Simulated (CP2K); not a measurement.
The system is CaO.

```
CELL_PARAMETERS angstrom
3.39914 0.00000 0.00000
1.69957 2.94374 0.00000
1.69957 0.98125 2.77539
ATOMIC_POSITIONS crystal
Ca 0.00000 0.00000 0.00000
O 0.50000 0.50000 0.50000
```

The cell is a database's computed one.

- Program: CP2K 2026.2
- Task: single point
- Functional: PBE
- Potentials or basis: POTENTIAL_UZH Ca GTH-PBE-q10, O GTH-PBE-q6; TZVP-MOLOPT-PBE-GTH basis
- Density cutoff: 8163 eV
- k mesh: 10 × 10 × 10
- Occupations: fermi-dirac, width 0.05 eV
- Spin: no spin polarisation

On this cell: pressure 2.6 GPa; largest force zero by symmetry; band gap on the k mesh 3.76 eV, indirect (least direct gap 4.15 eV).

The same run follows on a disturbed copy (atoms moved at random, drawn with an rms of 0.05 Å):

```xyz
2
Lattice="3.3991 0.0000 0.0000 1.6996 2.9437 0.0000 1.6996 0.9812 2.7754" Properties=species:S:1:pos:R:3 pbc="T T T"
Ca    0.0206   -0.0172   -0.0158
O     3.4402    1.9705    1.3560
```

Problem. What changes?

Solution. The energy moves by +1.2 meV/atom; pressure 2.7 GPa; largest force 0.123 eV/Å; band gap on the k mesh 3.76 eV, indirect (least direct gap 4.15 eV).

Forces on the atoms (eV/Å):
```
Ca   0.070  0.085 -0.054
O   -0.070 -0.086  0.054
```

Stress tensor (GPa, compression positive):
```
 2.70  0.05 -0.08
 0.05  2.64 -0.03
-0.08 -0.03  2.68
```

Caveats: the basis of atomic orbitals isn't converged, which shifts pressures, moduli and gaps.

A k mesh can miss the band edges.
